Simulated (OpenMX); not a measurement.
BeTe:

```
Te Be
1.0
     0.00000    2.77000    2.77000
     2.77000    0.00000    2.77000
     2.77000    2.77000    0.00000
Te Be
1 1
Direct
  0.75000 0.75000 0.75000
  0.00000 0.00000 0.00000
```

Base run:

| Quantity | Value |
| --- | --- |
| Program | OpenMX 3.8.5 |
| Functional | PBE |
| Potentials or basis | OpenMX 2013 PBE set, Te7.0-s3p3d2f1, Be7.0-s3p2d1, grid cutoff 500 Ry |
| k mesh | 9 × 9 × 9 |
| Occupations | fermi-dirac, width 0.05 eV |
| Spin | no spin polarisation |

Its results: band gap on the k mesh 1.94 eV, indirect (least direct gap 3.56 eV); pressure 5.2 GPa.

The run is repeated on the same cell with these changes: potentials or basis from OpenMX 2013 PBE set, Te7.0-s3p3d2f1, Be7.0-s3p2d1, grid cutoff 500 Ry to OpenMX 2013 PBE set, Te7.0-s3p2d2, Be7.0-s2p1, grid cutoff 500 Ry. What comes out?

Band gap on the k mesh 2.16 eV, indirect (least direct gap 3.73 eV); pressure 6.1 GPa.

Caveats: spin-orbit coupling is left out, which moves the levels of the heavy elements; the basis of atomic orbitals isn't converged, which shifts pressures, moduli and gaps.
